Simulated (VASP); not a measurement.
# Line-ups at interfaces of AlN, part 3 of 3

Wanted: valence and conduction offsets of GaN, SiC and ZnO on AlN (10-10), and what a better gap does to them.

VASP 6.6.1, plane waves and PAW; the level of theory is named at each step.

So far. Step 6 (Bulk band edges, LDA): The run ends at a pressure of 4.53 GPa, with forces up to 0.0038 eV/Å.

## 9. Potential of the interface, LDA

The core potentials in the middle of each layer tie the two bulk scales together.

Level: LDA; plane waves and PAW (Al, N, Zn, O).

INCAR reads:

```
SYSTEM = AlZnNO
PREC = Accurate
ENCUT = 520
EDIFF = 1E-06
NELM = 120
ISMEAR = 0
SIGMA = 0.05
LREAL = Auto
ALGO = Normal
GGA = CA
NBANDS = 128
LASPH = .TRUE.
LORBIT = 11
LWAVE = .FALSE.
LCHARG = .TRUE.
KPAR = 4
NCORE = 2
LVHAR = .TRUE.
NEDOS = 1500
```

POSCAR reads:

```
AlZnNO
1.0
    3.0916241270      0.0000000000      0.0000000000
    0.0000000000      4.9492496470      0.0000000000
    0.0000000000      0.0000000000     22.1993463840
Al N Zn O
8 8 8 8
Direct
    0.0000000000      0.0045129714      0.0010374690
    0.0000000000      0.4929631100      0.0799380285
    0.5000000000      0.9964611452      0.1203334838
    0.5000000000      0.4956582803      0.2011559640
    0.0000000000      0.9956582803      0.2410734940
    0.0000000000      0.4964611452      0.3218959742
    0.5000000000      0.9929631100      0.3622914295
    0.5000000000      0.5045129714      0.4411919890
    0.0000000000      0.3703722601      0.0018611167
    0.0000000000      0.8752854764      0.0794435837
    0.5000000000      0.3774340861      0.1211382903
    0.5000000000      0.8776826972      0.2005409550
    0.0000000000      0.3776826972      0.2416885030
    0.0000000000      0.8774340861      0.3210911677
    0.5000000000      0.3752854764      0.3627858743
    0.5000000000      0.8703722601      0.4403683413
    0.0000000000      0.9848007337      0.4832836254
    0.0000000000      0.5057534971      0.5676512483
    0.5000000000      0.9986340807      0.6152839831
    0.5000000000      0.4965976940      0.6968758171
    0.0000000000      0.9965976940      0.7453538219
    0.0000000000      0.4986340807      0.8269456559
    0.5000000000      0.0057534971      0.8745783897
    0.5000000000      0.4848007337      0.9589460126
    0.0000000000      0.4015123407      0.4808430581
    0.0000000000      0.8961899587      0.5694999909
    0.5000000000      0.3926079335      0.6127747026
    0.5000000000      0.8895337348      0.6988765745
    0.0000000000      0.3895337348      0.7433530645
    0.0000000000      0.8926079335      0.8294549364
    0.5000000000      0.3961899587      0.8727296471
    0.5000000000      0.9015123407      0.9613865799
```

KPOINTS reads:

```
Automatic mesh
0
Gamma
7 5 1
0 0 0
```

The projector-augmented-wave data sets are Al, N, Zn and O (LDA family, release 64).

Run with:

```
$ mpirun -np 8 vasp_std
```

What it wrote:

```text
[... set-up lines as in an earlier step ...]
 entering main loop
       N       E                     dE             d eps       ncg     rms          rms(c)
DAV:   1     0.247670693570E+04    0.24767E+04   -0.90198E+04  3072   0.201E+03
DAV:   2     0.314722073567E+03   -0.21620E+04   -0.20328E+04  3088   0.547E+02
DAV:   3    -0.198517840368E+03   -0.51324E+03   -0.48898E+03  3296   0.232E+02
DAV:   4    -0.248850474798E+03   -0.50333E+02   -0.49669E+02  3584   0.787E+01
[...]
DAV:  18    -0.215483109615E+03    0.23016E-05   -0.16665E-05  3848   0.265E-02    0.143E-02
DAV:  19    -0.215483107425E+03    0.21899E-05   -0.76052E-06  3688   0.214E-02    0.683E-03
DAV:  20    -0.215483107159E+03    0.26548E-06   -0.26337E-06  2216   0.918E-03
   1 F= -.21548311E+03 E0= -.21548310E+03  d E =-.213165E-04
```

Run time: 1.9 min. Hardware: 8 MPI ranks of Intel Xeon 6975P-C (Granite Rapids), shared host; peak memory 2.9 GiB.

From OUTCAR (step 9):

```text
  Total        9.0728486     10.8202564      0.3255570      0.0000000      0.0000000      0.0000000
  in kB       42.7945050     51.0366194      1.5355761      0.0000000      0.0000000      0.0000000
  external PRESSURE =      31.7889002 kB  Pullay stress =       0.0000000 kB

 POSITION                                       TOTAL-FORCE (eV/Angst)
 -----------------------------------------------------------------------------------
      0.00000      0.02234      0.02303         0.000000     -0.006354      0.001508
      0.00000      2.43980      1.77457         0.000000     -0.004333      0.025261
      1.54581      4.93173      2.67132         0.000000     -0.022864      0.027477
      1.54581      2.45314      4.46553         0.000000     -0.006420      0.021267
      0.00000      4.92776      5.35167         0.000000     -0.006420     -0.021267
      0.00000      2.45711      7.14588         0.000000     -0.022864     -0.027477
      1.54581      4.91442      8.04263         0.000000     -0.004333     -0.025261
      1.54581      2.49696      9.79417         0.000000     -0.006354     -0.001508
      0.00000      1.83306      0.04132         0.000000      0.000737      0.007404
      0.00000      4.33201      1.76360         0.000000     -0.001550     -0.027885
      1.54581      1.86802      2.68919         0.000000     -0.022474      0.005146
      1.54581      4.34387      4.45188         0.000000     -0.002497     -0.009035
      0.00000      1.86925      5.36533         0.000000     -0.002497      0.009035
      0.00000      4.34264      7.12801         0.000000     -0.022474     -0.005146
[...]
-----------------------------------------------------------------------------------
    total drift:                                0.000000      0.012777     -0.022704

  FREE ENERGIE OF THE ION-ELECTRON SYSTEM (eV)
  ---------------------------------------------------
  free  energy   TOTEN  =      -215.4831071593 eV

  energy  without entropy=     -215.4830858428  energy(sigma->0) =     -215.48309650

[... 2 parts as in an earlier step ...]

[... 1 further part left out ...]
[key lines of the parts left out:]
E-fermi :   5.1394
```

This run gave:

| Quantity | Value |
| --- | --- |
| energy(sigma→0) of the program | -215.4831 eV |
| stress, compression positive | xx, yy, zz 4.28, 5.10, 0.15 GPa |

By hand, at LDA: the valence top lies 70.773 eV above the mean core potential (averaged over elements) in bulk AlN and 56.824 eV in strained ZnO. In the interface cell the mean core potential in the middle of ZnO less that in the middle of AlN is 13.838 eV. The valence offset is 56.824 − 70.773 + (13.838) = -0.11 eV.

## 10. The whole series

Hybrid runs start from orbitals of a short LDA run, not shown.

Runs beyond LDA use the data sets made with LDA; this shifts their levels slightly, and their total energies have another zero.

The other members went through these steps as far as the tables show, with one cutoff; 26 runs are not shown, of which 2 ended short or failed. The session took 6.2 core hours (wall time by ranks) on a shared machine.

Line-up of core potentials from the interface at LDA; other levels change the bulk edges alone, each counted from the mean potential of its bulk cell. Gaps of the substrate: LDA 4.40 eV, HSE06 5.76 eV.

```
partner  atoms  mean in-plane stress of the strained partner, tension positive (GPa)  gap of the whole cell (eV)  largest spread of the line-up between elements of one side (eV)
    GaN     32                                                                 -13.0                        2.83                                                             0.00
    SiC     32                                                                  -1.3                        2.32                                                             0.05
    ZnO     32                                                                  -6.8                        0.22                                                             0.03
```

At LDA:

```
partner  valence-band top of the partner above the substrate's, LDA (eV)  conduction-band bottom of the partner above the substrate's, LDA (eV)  gap of the strained partner, LDA (eV)
    GaN                                                             0.81                                                                  -1.29                                   2.31
    SiC                                                             1.79                                                                  -0.42                                   2.19
    ZnO                                                            -0.11                                                                  -3.71                                   0.80
```

At HSE06:

```
partner  valence-band top of the partner above the substrate's, HSE06 (eV)  conduction-band bottom of the partner above the substrate's, HSE06 (eV)  gap of the strained partner, HSE06 (eV)
    GaN                                                               0.94                                                                    -1.17                                     3.65
    SiC                                                               2.03                                                                    -0.48                                     3.25
    ZnO                                                              -0.34                                                                    -3.50                                     2.60
```

## 11. What came out

* GaN, HSE06: valence +0.94 eV, conduction -1.17 eV
* SiC, HSE06: valence +2.03 eV, conduction -0.48 eV
* ZnO, HSE06: valence -0.34 eV, conduction -3.50 eV

In words: Begun but not finished: BN. The cell with ZnO has a gap of 0.22 eV where the line-up gives 0.69 eV, a sign of interface states or fields. GaN at HSE06: its gap lies inside the substrate's (type I). SiC at HSE06: its gap lies inside the substrate's (type I). ZnO at HSE06: the edges are staggered (type II). Going from LDA to HSE06 moves the valence offsets of GaN, SiC and ZnO by -0.23 to 0.24 eV. Offsets and overlaps of about 0.3 eV or less are within the errors that the gaps of this level can carry, so their sign, and the type with it, is not secure. Spin-orbit coupling, which raises the valence tops by amounts that differ between the sides, is left out. GaN, SiC and ZnO are under more than 3 GPa of in-plane stress along one axis or both, more than a thick film would hold. Levels beyond the first ran on coarser meshes, which moves edges by some hundredths of an eV. The bounds that sort cases in this text are picked. The interfaces are ideal and a few layers thick: no intermixing, defects or band bending. All crystals are in the wurtzite form, joined along a non-polar plane.

[Lines on the potential files, build, host, timing and source positions are cut from VASP's logs without a mark.]

[Logs are printed without paths, hosts, clocks, repeated set-up lines and the standing remarks that a program may print on its own settings, such as how far it seeks lower states.]

[Hosts, paths, dates, database ids (printed as entryN), source tags and the programs' standing remarks are cut or masked in the printed files.]

[In band tables of VASP the shares of atoms and orbitals are scaled to a sum of 1 inside the atoms' spheres.]
